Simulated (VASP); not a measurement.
# BaTiO3 (P4mm) in VASP: notebook

Aim: see how the results for BaTiO3 move with the level of theory and the settings. Levels: PBEsol, LDA. Tasks: relaxation of cell and atoms.

All numbers are computed with VASP 6.6.1; they aren't measurements. Logs are shortened: lines on timing, memory, paths and dates and some standing lists are left out, and cuts for length are marked.

## (1) The structure

It takes space group P4mm (No. 99, tetragonal). The conventional cell has a = 4.000 Å, b = 4.000 Å, c = 4.018 Å, α = 90.00°, β = 90.00°, γ = 90.00°. Around Ba (site symmetry 4mm) lie 12 O at 2.79 to 2.88 Å. Ti (site symmetry 4mm) is surrounded by 6 O at 1.89 to 2.13 Å. O (site symmetry 4mm) is surrounded by 2 Ti at 1.89 to 2.13 Å. Around O (site symmetry 2mm) lie 2 Ti at 2.00 Å.

## (2) Relaxation of cell and atoms, PBEsol

INCAR reads:

```
ALGO = Normal
EDIFF = 1E-6
EDIFFG = -0.01
ENCUT = 600
GGA = PS
IBRION = 2
ISIF = 3
ISMEAR = 0
KPAR = 4
LASPH = True
LCHARG = False
LREAL = False
LWAVE = False
NELM = 80
NSW = 90
PREC = Accurate
SIGMA = 0.03
```

KPOINTS reads:

```
k-points
0
Gamma
  8 8 8
```

POSCAR reads:

```
BaTiO3
1.0
    3.9998000000      0.0000000000      0.0000000000
    0.0000000000      3.9998000000      0.0000000000
    0.0000000000      0.0000000000      4.0180000000
Ba Ti O
1 1 3
Direct
    0.0000000000      0.0000000000      0.0000000000
    0.5000000000      0.5000000000      0.4900000000
    0.5000000000      0.5000000000      0.0190000000
    0.5000000000      0.0000000000      0.5170000000
    0.0000000000      0.5000000000      0.5170000000
```

Potentials or basis: VASP PAW PBE potentials, release 64 (Ba_sv, Ti_sv, O).

Run with:

```console
$ cat potpaw_PBE.64/Ba_sv/POTCAR potpaw_PBE.64/Ti_sv/POTCAR potpaw_PBE.64/O/POTCAR > POTCAR
$ mpirun -np 4 vasp_std > vasp.out
```

OUTCAR:

```text
EDIFF = 1E-6
   EDIFFG = -0.01
   ENCUT = 600
   GGA = PS
   IBRION = 2
   ISIF = 3
   ISMEAR = 0
   LASPH = True
   LREAL = False
   NELM = 80
   NSW = 90
   PREC = Accurate

 ion  position               nearest neighbor table
   1  0.000  0.000  0.000-   4 2.79   5 2.79   5 2.79   4 2.79   3 2.83   3 2.83   3 2.83   3 2.83
                             4 2.88   5 2.88   5 2.88   4 2.88   2 3.45   2 3.45   2 3.45   2 3.45
   2  0.500  0.500  0.490-   3 1.89   4 2.00   5 2.00   4 2.00   5 2.00   3 2.13   1 3.45   1 3.45
                             1 3.45   1 3.45   1 3.49   1 3.49   1 3.49   1 3.49
   3  0.500  0.500  0.019-   2 1.89   2 2.13   1 2.83   1 2.83   1 2.83   1 2.83
   4  0.500  0.000  0.517-   2 2.00   2 2.00   1 2.79   1 2.79   1 2.88   1 2.88
   5  0.000  0.500  0.517-   2 2.00   2 2.00   1 2.79   1 2.79   1 2.88   1 2.88

  LATTYP: Found a simple tetragonal cell.
 ALAT       =     3.9998000000
 C/A-ratio  =     1.0045502275

  Lattice vectors:

 A1 = (   3.9998000000,   0.0000000000,   0.0000000000)
 A2 = (   0.0000000000,   3.9998000000,   0.0000000000)
 A3 = (   0.0000000000,   0.0000000000,   4.0180000000)

Analysis of symmetry for initial positions (statically):
=====================================================================
 Subroutine PRICEL returns:
 Original cell was already a primitive cell.

 Routine SETGRP: Setting up the symmetry group for a
 simple tetragonal supercell.

 Subroutine GETGRP returns: Found  8 space group operations
 (whereof  8 operations were pure point group operations)
 out of a pool of 16 trial point group operations.

The static configuration has the point symmetry C_4v.

Analysis of symmetry for dynamics (positions and initial velocities):
=====================================================================
 Subroutine PRICEL returns:
 Original cell was already a primitive cell.

 Routine SETGRP: Setting up the symmetry group for a
 simple tetragonal supercell.

 Subroutine GETGRP returns: Found  8 space group operations
 (whereof  8 operations were pure point group operations)
 out of a pool of 16 trial point group operations.

The dynamic configuration has the point symmetry C_4v.

 Subroutine INISYM returns: Found  8 space group operations
 (whereof  8 operations are pure point group operations),
 and found     1 'primitive' translations

----------------------------------------------------------------------------------------

                                     Primitive cell

  volume of cell :      64.2816

  direct lattice vectors                    reciprocal lattice vectors
     3.999800000  0.000000000  0.000000000     0.250012501  0.000000000  0.000000000
     0.000000000  3.999800000  0.000000000     0.000000000  0.250012501  0.000000000
     0.000000000  0.000000000  4.018000000     0.000000000  0.000000000  0.248880040

  length of vectors
     3.999800000  3.999800000  4.018000000     0.250012501  0.250012501  0.248880040

  position of ions in fractional coordinates (direct lattice)
     0.000000000  0.000000000  0.000000000
     0.500000000  0.500000000  0.490000000
     0.500000000  0.500000000  0.019000000
     0.500000000  0.000000000  0.517000000
     0.000000000  0.500000000  0.517000000

  ion indices of the primitive-cell ions
   primitive index   ion index
                 1           1
                 2           2
                 3           3
                 4           4
                 5           5

----------------------------------------------------------------------------------------

 KPOINTS: k-points

Automatic generation of k-mesh.
 Grid dimensions read from file:
 generate k-points for:    8    8    8

 Generating k-lattice:

  Cartesian coordinates                     Fractional coordinates (reciprocal lattice)
     0.031251563  0.000000000  0.000000000     0.125000000  0.000000000  0.000000000
     0.000000000  0.031251563  0.000000000     0.000000000  0.125000000  0.000000000
     0.000000000  0.000000000  0.031110005     0.000000000  0.000000000  0.125000000

  Length of vectors
     0.031251563  0.031251563  0.031110005

  Shift w.r.t. Gamma in fractional coordinates (k-lattice)
     0.000000000  0.000000000  0.000000000

 Subroutine IBZKPT returns following result:
 ===========================================

 Found     75 irreducible k-points:

 Following reciprocal coordinates:
            Coordinates               Weight
  0.000000  0.000000  0.000000      1.000000
  0.125000  0.000000  0.000000      4.000000
  0.250000  0.000000  0.000000      4.000000
  0.375000  0.000000  0.000000      4.000000
  0.500000  0.000000  0.000000      2.000000
  0.125000  0.125000  0.000000      4.000000
[... 16 lines left out ...]
  0.375000  0.125000  0.125000     16.000000
  0.500000  0.125000  0.125000      8.000000
 [... further k-points ...]
   k-points           NKPTS =     75   k-points in BZ     NKDIM =     75   number of bands    NBANDS=     24
   number of dos      NEDOS =    301   number of ions     NIONS =      5
   total plane-waves  NPLWV =  32768
   dimension x,y,z NGX =    32 NGY =   32 NGZ =   32
   dimension x,y,z NGXF=    64 NGYF=   64 NGZF=   64
   ions per type =               1   1   3
   NGX,Y,Z   is equivalent  to a cutoff of  13.30, 13.30, 13.24 a.u.
   NGXF,Y,Z  is equivalent  to a cutoff of  26.60, 26.60, 26.48 a.u.
 SYSTEM =  unknown system
   PREC   = accura    normal or accurate (medium, high low for compatibility)
   ISTART =      0    job   : 0-new  1-cont  2-samecut
   ICHARG =      2    charge: 1-file 2-atom 10-const
   ISPIN  =      1    spin polarized calculation?
   LNONCOLLINEAR =      F non collinear calculations
   LSORBIT =      F    spin-orbit coupling
   LASPH  =      T    aspherical Exc in radial PAW
   ENCUT  =  600.0 eV  44.10 Ry    6.64 a.u.   7.99  7.99  8.02*2*pi/ulx,y,z
   NELM   =     80;   NELMIN=  2; NELMDL= -5     # of ELM steps
   EDIFF  = 0.1E-05   stopping-criterion for ELM
   LREAL  =      F    real-space projection
   EDIFFG = -.1E-01   stopping-criterion for IOM
   NSW    =     90    number of steps for IOM
   IBRION =      2    ionic relax: 0-MD 1-quasi-New 2-CG
   NFREE  =      1    steps in history (QN), initial steepest desc. (CG)
   ISIF   =      3    stress and relaxation
   ISYM   =      2    0-nonsym 1-usesym 2-fastsym
   POTIM  = 0.5000    time-step for ionic-motion
   TEBEG  =    0.0;   TEEND  =   0.0 temperature during run
   PSTRESS=    0.0 pullay stress
   NELECT =      40.0000    total number of electrons
   NUPDOWN=      -1.0000    fix difference up-down
   EMIN   =  10.00;   EMAX   =-10.00  energy-range for DOS
   EFERMI =   0.00;   METHOD = LEGACY
   ISMEAR =     0;   SIGMA  =   0.03  broadening in eV -4-tet -1-fermi 0-gaus
   EFERMI_NEDOS =   21; number of points for ismear=-14 and -15
   IALGO  =     38    algorithm
   IMIX   =      4    mixing-type and parameters
     AMIX     =   0.40;   BMIX     =  1.00
     AMIX_MAG =   1.60;   BMIX_MAG =  1.00
  volume/ion in A,a.u.               =      12.86        86.76
  Fermi-wavevector in a.u.,A,eV,Ry     =   1.397653  2.641181 26.578078  1.953434
  Thomas-Fermi vector in A             =   2.520888
   LORBIT       =      0    0 simple, 1 ext, 2 COOP (PROOUT), +10 PAW based schemes
   GGA     = PS    functional components
   LHFCALC =     F    Hartree Fock is set to
   AEXX    =    0.0000 exact exchange contribution
   IVDW    =     0    specifies the selected vdW correction
   LEPSILON=     F    determine dielectric tensor
   LRPA    =     F    only Hartree local field effects (RPA)
 conjugate gradient relaxation of ions
 non-spin polarized calculation
 Gauss-broadening in eV      SIGMA  =   0.03
  energy-cutoff  :      600.00
  volume of cell :       64.28
 maximum number of plane-waves:      2176
 NGX is ok and might be reduce to    32
   NGX = 15   NGY = 15   NGZ = 17

--------------------------------------- Ionic step        1  -------------------------------------------

 number of electron      39.9999999 magnetization

 Free energy of the ion-electron system (eV)
  ---------------------------------------------------
  ext. energy  EPLUGINS =         0.00000000
  ---------------------------------------------------
  free energy    TOTEN  =       -41.99347126 eV

  energy without entropy =      -41.99347126  energy(sigma->0) =      -41.99347126

------------------------ aborting loop because EDIFF is reached ----------------------------------------

  FORCE on cell =-STRESS in cart. coord.  units (eV):
  Direction    XX          YY          ZZ          XY          YZ          ZX
  --------------------------------------------------------------------------------------
  -------------------------------------------------------------------------------------
  Total       -0.9894240     -0.9894240     -0.6120291      0.0000000      0.0000000      0.0000000
  in kB      -24.6607645    -24.6607645    -15.2544368      0.0000000      0.0000000      0.0000000
  external PRESSURE =     -21.5253219 kB  Pullay stress =       0.0000000 kB
[... 98 lines left out ...]
  FREE ENERGIE OF THE ION-ELECTRON SYSTEM (eV)
  ---------------------------------------------------
  free  energy   TOTEN  =       -42.0020738478 eV

  energy  without entropy=      -42.0020738478  energy(sigma->0) =      -42.00207385

[... ionic steps 4 to 10 ...]

--------------------------------------- Ionic step       11  -------------------------------------------

 number of electron      39.9999995 magnetization

------------------------ aborting loop because EDIFF is reached ----------------------------------------

  FORCE on cell =-STRESS in cart. coord.  units (eV):
  Direction    XX          YY          ZZ          XY          YZ          ZX
  --------------------------------------------------------------------------------------
  -------------------------------------------------------------------------------------
  Total        0.0218448      0.0218448      0.0120345      0.0000000     -0.0000000      0.0000000
  in kB        0.5473226      0.5473226      0.3015264      0.0000000     -0.0000000      0.0000000
  external PRESSURE =       0.4653905 kB  Pullay stress =       0.0000000 kB
[... 63 lines left out ...]
  energy  without entropy=      -42.0082605532  energy(sigma->0) =      -42.00826055

--------------------------------------- Ionic step       13  -------------------------------------------

 number of electron      39.9999996 magnetization

 Free energy of the ion-electron system (eV)
  ---------------------------------------------------
  ext. energy  EPLUGINS =         0.00000000
  ---------------------------------------------------
  free energy    TOTEN  =       -42.00832266 eV

  energy without entropy =      -42.00832266  energy(sigma->0) =      -42.00832266

 E-fermi :   3.9985     XC(G=0): -11.5173

 val. band max:        3.8189877926   @ k =   0.5000   0.5000   0.5000
 cond. band min:       5.5833660022   @ k =   0.0000   0.0000   0.0000
 fundamental gap:      1.7643782095
 Fermi energy:         3.9985279909

 k-point     1 :       0.0000    0.0000    0.0000
  band No.  band energies     occupation
      1     -52.4622      2.00000
      2     -28.8684      2.00000
      3     -28.7916      2.00000
      4     -28.7916      2.00000
      5     -21.0774      2.00000
      6     -13.1109      2.00000
[... 637 lines left out ...]
     23       7.4688      0.00000
     24       8.5792      0.00000

 [... further k-points ...]
[... 5 lines left out ...]
  --------------------------------------------------------------------------------------
  -------------------------------------------------------------------------------------
  Total        0.0188540      0.0188540     -0.0181153      0.0000000      0.0000000      0.0000000
  in kB        0.4721877      0.4721877     -0.4536864      0.0000000      0.0000000      0.0000000
  external PRESSURE =       0.1635630 kB  Pullay stress =       0.0000000 kB
[... 20 lines left out ...]
  FREE ENERGIE OF THE ION-ELECTRON SYSTEM (eV)
  ---------------------------------------------------
  free  energy   TOTEN  =       -42.0083226558 eV

  energy  without entropy=      -42.0083226558  energy(sigma->0) =      -42.00832266

 reached required accuracy - stopping structural energy minimisation
```

It took 2.2 min on 4 MPI ranks of Intel Xeon Platinum 8488C (Sapphire Rapids), shared host; peak memory 0.3 GiB.

What came out:

```
Free energy                            : -42.0083 eV
Relaxed volume                         : 12.79 Å³/atom
Relaxed cell                           : a = 3.966 Å, b = 3.966 Å, c = 4.066 Å, α = 90.00°, β = 90.00°, γ = 90.00°
Space group after relaxing (to 0.05 Å) : P4mm (No. 99)
Energy gained by relaxing              : 3.0 meV/atom
Ionic steps                            : 13
Pressure after relaxing                : 0.0 GPa
Largest force after relaxing           : 0.006 eV/Å
Band gap on the k mesh                 : 1.76 eV, indirect (least direct gap 2.19 eV)
```

Forces on the atoms (eV/Å):
```
Ba   0.000  0.000 -0.004
Ti   0.000  0.000 -0.006
O    0.000  0.000  0.005
O    0.000  0.000  0.002
O    0.000  0.000  0.002
```

Step by step:
```tsv
step	energy change (eV)	largest force (eV/Å)	pressure (GPa)	volume (Å³)
1	0.0000	0.3270	-2.15	64.28
2	-0.0031	0.0389	2.65	62.69
3	-0.0086	0.1429	0.46	63.38
4	-0.0112	0.0847	0.32	63.51
5	-0.0125	0.0977	0.08	63.79
6	-0.0127	0.0942	0.10	63.71
7	-0.0137	0.0544	-0.07	63.84
8	-0.0141	0.0693	-0.37	64.05
9	-0.0145	0.0625	0.06	63.93
10	-0.0145	0.0629	0.08	63.93
11	-0.0147	0.0363	0.05	63.95
12	-0.0148	0.0297	0.01	63.96
13	-0.0149	0.0058	0.02	63.97
```

Final structure:
```
Ba Ti O
1.0
     3.96645    0.00000    0.00000
     0.00000    3.96645    0.00000
     0.00000    0.00000    4.06626
Ba Ti O
1 1 3
Cartesian
  3.9665 3.9665 4.0608
  1.9832 1.9832 1.9599
  1.9832 1.9832 0.1180
  1.9832 0.0000 2.1009
  3.9665 1.9832 2.1009
```

Levels at points of the mesh, in eV from the valence-band top:
| k point | band 17 | band 18 | band 19 | band 20 | band 21 | band 22 | band 23 | band 24 |
| --- | --- | --- | --- | --- | --- | --- | --- | --- |
| (0.00, 0.00, 0.00) | -1.27 | -0.54 | -0.43 | -0.43 | 1.76 | 2.16 | 2.16 | 4.15 |
| (0.50, 0.00, 0.00) | -1.96 | -1.77 | -1.23 | -1.05 | 2.28 | 3.56 | 3.63 | 4.18 |
| (0.50, 0.50, 0.00) | -1.89 | -1.05 | -1.05 | -0.08 | 3.66 | 3.66 | 4.02 | 4.59 |
| (0.00, 0.00, 0.50) | -2.07 | -2.07 | -0.74 | -0.74 | 1.92 | 3.56 | 3.56 | 4.14 |
| (0.50, 0.00, 0.50) | -1.80 | -1.02 | -0.98 | -0.33 | 3.58 | 3.60 | 3.92 | 4.97 |
| (0.50, 0.50, 0.50) | -2.53 | -0.24 | -0.24 | 0.00 | 4.20 | 4.20 | 4.25 | 6.33 |

Caveat: the PAW data sets were made with another functional, which shifts forces and pressure a little; spin-orbit coupling is left out, which moves the levels of the heavy elements.

[end of part 1 of 2]
